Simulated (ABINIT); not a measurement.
Crystal: PbS (Galena).

```
Pb S
1.0
     0.00000    2.96575    2.96575
     2.96575    0.00000    2.96575
     2.96575    2.96575    0.00000
Pb S
1 1
Direct
  0.00000 0.00000 0.00000
  0.50000 0.50000 0.50000
```

```yaml
Program: ABINIT 10.8.3 (patched build)
Task: relaxation of cell and atoms
Functional: LDA
Potentials_or_basis: PseudoDojo NC SR LDA v0.4.1 standard
Cutoff: 762 eV
k_mesh: 6 × 6 × 6
Occupations: fermi-dirac, width 0.05 eV
Spin: no spin polarisation
```

At the start: pressure -2.6 GPa; volume 26.09 Å³/atom.

Question: How do energy, volume and symmetry change on relaxing?

Answer: Over 4 steps the energy falls by 10.0 meV/atom and the volume is 24.91 Å³/atom (-4.5 %); space group Fm-3m (No. 225, to 0.05 Å).

Step by step:
```tsv
step	energy change (eV)	largest force (eV/Å)	pressure (GPa)	volume (Å³)
1	0.0000	0.0000	-2.63	52.17
2	-0.0063	0.0000	-2.20	51.75
3	-0.0200	0.0000	0.09	49.74
4	-0.0200	0.0000	0.00	49.81
```

Final structure:
```yaml
crystal:
  lattice:
    - [0.00000, 2.92040, 2.92040]
    - [2.92040, 0.00000, 2.92040]
    - [2.92040, 2.92040, 0.00000]
  atoms:
    - { symbol: Pb, position: [0.00000, 0.00000, 0.00000] }
    - { symbol: S, position: [0.50000, 0.50000, 0.50000] }
```
